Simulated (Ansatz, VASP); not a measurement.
**One calculation of WC (Qusongite), two programs**

File INCAR:

```
PREC     = Accurate       # precision mode
ENCUT    = 600            # plane-wave cutoff, eV
EDIFF    = 1E-6           # SCF threshold, eV
ISMEAR   = 0              # smearing method
SIGMA    = 0.1            # smearing width, eV
LREAL    = False          # projectors in reciprocal space
LASPH    = True           # aspherical terms in the spheres
NELM     = 100            # most SCF steps
ALGO     = Normal         # electronic algorithm
ISIF     = 4              # what is computed and relaxed
LWAVE    = False          # write WAVECAR
LCHARG   = False          # write CHGCAR
GGA      = PE             # functional
IBRION   = 2              # ionic algorithm
NSW      = 50             # ionic steps
EDIFFG   = -0.01          # ionic threshold
```

File KPOINTS:

```
Automatic mesh
0
Gamma
  18 18 14
```

POSCAR

```
WC
1.0
    2.8921649940      0.0000000000      0.0000000000
   -1.4460824970      2.5046883568      0.0000000000
    0.0000000000      0.0000000000      2.8182925004
W C
1 1
Direct
    0.0000000000      0.0000000000      0.0000000000
    0.6666666667      0.3333333333      0.5000000000
```

Input for Ansatz:

```yaml
crystal:
  lattice:
    - [2.892164994, 0.0, 0.0]
    - [-1.446082497, 2.5046883568, 0.0]
    - [0.0, 0.0, 2.8182925004]
  atoms:
    - { symbol: W, position: [0.0, 0.0, 0.0] }
    - { symbol: C, position: [0.6666666667, 0.3333333333, 0.5] }
basis:
  ecutwfc: 420
kpoints:
  mp_grid: { grid: [18, 18, 14] }
hamiltonian:
  xc: pbe
scf:
  occupations: { method: gaussian, width: 0.1 }
output:
  forces: true
  stress: true
  eigenvalues: true
  write_density: true
  write_potential: true
  elf: true
  volumetric_format: npy
relax:
  adjacent_minimum: "off"
  f_tol: 0.01
  max_steps: 30
  cell: { stress_tol: 0.1, fix: [volume] }
```

Alike in both runs: task relaxation of shape and atoms at fixed volume; functional PBE; k mesh 18 × 18 × 14; occupations gaussian, width 0.1 eV; no spin polarisation.

|  | VASP | Ansatz |
| --- | --- | --- |
| version | VASP 6.6.1 | Ansatz 0.2.0 |
| potentials or method | VASP PAW PBE potentials, release 64 (W_sv, C) | scalar-relativistic, plane waves, PAW |
| plane-wave cutoff (eV) | 600 | 420 |
| valence electrons in the cell | 18 | 18 |

|  | VASP | Ansatz | Ansatz less VASP |
| --- | --- | --- | --- |
| gap on the k mesh at the Fermi level, each at its own relaxed structure (eV) | none | none | - |
| relaxed volume (Å³/atom) | 10.21 | 10.21 | 0.000 |
| relaxed cell length with the largest relative difference (Å) | 2.824 | 2.823 | -0.0008 |

A gap of «none» marks a metal or a gap that the smearing closes.

Spin-orbit coupling is left out, which matters for the levels of W.
